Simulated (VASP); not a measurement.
Level of theory: Hartree-Fock, VASP's PBE PAW potentials (set 64) (plane waves; VASP 6.6.1).

A VASP calculation is set up with these files.

### POSCAR
```
CsI
1
    4.6709246997     0.0000000000     0.0000000000
    0.0000000000     4.6709246997     0.0000000000
    0.0000000000     0.0000000000     4.6709246997
Cs I
1 1
Direct
  0.0000000000   0.0000000000   0.0000000000
  0.5000000000   0.5000000000   0.5000000000
```

### INCAR
```
# general
SYSTEM  =CsI
PREC    =Accurate
ENCUT   =520
LREAL   =F
LASPH   =T
ISYM    =3

# electronic loop
EDIFF   =1E-6
NELM    =60
ALGO    =Normal
LMAXMIX =4

# smearing
ISMEAR  =0
SIGMA   =0.05

# functional
GGA     =PE
AGGAC   =0.0
ALDAC   =0.0
LHFCALC =T
AEXX    =1.0
HFRCUT  =-1
PRECFOCK=Fast

# ions
ISIF    =2

# output
LWAVE   =F
LCHARG  =F
```

KPOINTS_OPT:
```
named points and PBE's band edges
6
Reciprocal
  0.000000   0.000000   0.000000 1 ! GAMMA
  0.500000   0.500000   0.500000 1 ! R
  0.500000   0.500000   0.000000 1 ! M
  0.000000   0.500000   0.000000 1 ! X
  0.464290   0.500000   0.000000 1 ! near an edge
  0.000000   0.035710   0.000000 1 ! near an edge
```

### KPOINTS
```
Automatic mesh
0
Gamma
4 4 4
0 0 0
```

POTCAR, in this order: Cs_sv I (PBE.64 set). Program: vasp_std. Read from the step before: WAVECAR.

The run wrote:

**OSZICAR**
```
       N       E                     dE             d eps       ncg     rms          rms(c)
DAV:   1    -0.103053069550E+02   -0.10305E+02   -0.88756E+00   240   0.269E+01    0.229E+01
DAV:   2    -0.105191252658E+02   -0.21382E+00   -0.48116E-01   304   0.561E+00    0.200E+01
DAV:   3    -0.104932555161E+02    0.25870E-01   -0.24112E-02   240   0.111E+00    0.125E+01
DAV:   4    -0.104769943195E+02    0.16261E-01   -0.12982E-02   248   0.838E-01    0.703E+00
DAV:   5    -0.104719650642E+02    0.50293E-02   -0.80106E-03   244   0.654E-01    0.367E+00
DAV:   6    -0.104704844779E+02    0.14806E-02   -0.31407E-03   312   0.419E-01    0.185E+00
DAV:   7    -0.104699534513E+02    0.53103E-03   -0.92752E-04   268   0.231E-01    0.965E-01
DAV:   8    -0.104697568674E+02    0.19658E-03   -0.32331E-04   260   0.132E-01    0.520E-01
DAV:   9    -0.104696973988E+02    0.59469E-04   -0.13977E-04   240   0.796E-02    0.291E-01
DAV:  10    -0.104696825504E+02    0.14848E-04   -0.56930E-05   244   0.496E-02    0.170E-01
DAV:  11    -0.104696777134E+02    0.48370E-05   -0.18200E-05   240   0.289E-02    0.102E-01
DAV:  12    -0.104696751833E+02    0.25301E-05   -0.48213E-06   244   0.155E-02    0.633E-02
DAV:  13    -0.104696739650E+02    0.12183E-05   -0.13582E-06   160   0.874E-03    0.384E-02
DAV:  14    -0.104696735488E+02    0.41619E-06   -0.84648E-07   148   0.679E-03
   1 F= -.10469674E+02 E0= -.10469674E+02  d E =-.136001E-20
       N       E                     dE             ncg
```

OUTCAR:
```
------------------------ aborting loop because EDIFF is reached ----------------------------------------
  FORCE on cell =-STRESS in cart. coord.  units (eV):
  Direction    XX          YY          ZZ          XY          YZ          ZX
  --------------------------------------------------------------------------------------
  Total        0.9302629      0.9302629      0.9302629     -0.0000000     -0.0000000     -0.0000000
  in kB       14.6253980     14.6253980     14.6253980     -0.0000000     -0.0000000     -0.0000000
  external PRESSURE =      14.6253980 kB  Pullay stress =       0.0000000 kB
  volume of cell :      101.91
      direct lattice vectors                 reciprocal lattice vectors
     4.670924700  0.000000000  0.000000000     0.214090371  0.000000000  0.000000000
     0.000000000  4.670924700  0.000000000     0.000000000  0.214090371  0.000000000
     0.000000000  0.000000000  4.670924700     0.000000000  0.000000000  0.214090371
 POSITION                                       TOTAL-FORCE (eV/Angst)
 -----------------------------------------------------------------------------------
      0.00000      0.00000      0.00000         0.000000      0.000000      0.000000
      2.33546      2.33546      2.33546         0.000000      0.000000      0.000000
 -----------------------------------------------------------------------------------
    total drift:                               -0.000000      0.000000     -0.000000
  FREE ENERGIE OF THE ION-ELECTRON SYSTEM (eV)
  ---------------------------------------------------
  free  energy   TOTEN  =       -10.4696735488 eV

  energy  without entropy=      -10.4696735488  energy(sigma->0) =      -10.46967355

  exchange ACFDT corr.  =         0.00000000  see jH, gK, PRB 81, 115126
```
(Selected blocks of OUTCAR.)

**OUTCAR**
```
 val. band max:       -2.7722706829   @ k =   0.5000   0.5000   0.0000

 cond. band min:       7.9035701525   @ k =   0.0000   0.0000   0.0000


 Fermi energy:        -2.4504849283

 k-point     1 :       0.0000    0.0000    0.0000
  band No.  band energies     occupation
      1     -28.9726      2.00000
      2     -16.8571      2.00000
      3     -11.5843      2.00000
      4     -11.5843      2.00000
      5     -11.5843      2.00000
      6      -2.8952      2.00000
      7      -2.8952      2.00000
      8      -2.8952      2.00000
      9       7.9036      0.00000
     10       8.3837      0.00000
     11       8.3837      0.00000
     12      12.7206      0.00000

 k-point     2 :       0.2500    0.0000    0.0000
  band No.  band energies     occupation
      1     -28.9593      2.00000
      2     -16.8540      2.00000
      3     -11.6449      2.00000
      4     -11.5475      2.00000
      5     -11.5475      2.00000
      6      -3.7847      2.00000
      7      -2.9566      2.00000
      8      -2.9566      2.00000
      9       8.8241      0.00000
     10       9.0733      0.00000
     11       9.7198      0.00000
     12      12.5405      0.00000

 k-point     3 :       0.5000    0.0000    0.0000
  band No.  band energies     occupation
      1     -28.9454      2.00000
      2     -16.8482      2.00000
      3     -11.6920      2.00000
      4     -11.5093      2.00000
      5     -11.5093      2.00000
      6      -4.5347      2.00000
      7      -3.0205      2.00000
      8      -3.0205      2.00000
      9       9.6715      0.00000
     10      10.6311      0.00000
     11      11.1169      0.00000
     12      11.1182      0.00000

 k-point     4 :       0.2500    0.2500    0.0000
  band No.  band energies     occupation
      1     -28.9461      2.00000
      2     -16.8011      2.00000
      3     -11.7767      2.00000
      4     -11.6060      2.00000
      5     -11.5196      2.00000
      6      -3.8051      2.00000
...
```

Unless said otherwise, spin-orbit coupling is left out, though it shifts the bands of the heavy elements here.

The compound is CsI in the CsCl type structure. It was relaxed first, which changed the volume by +7 %.
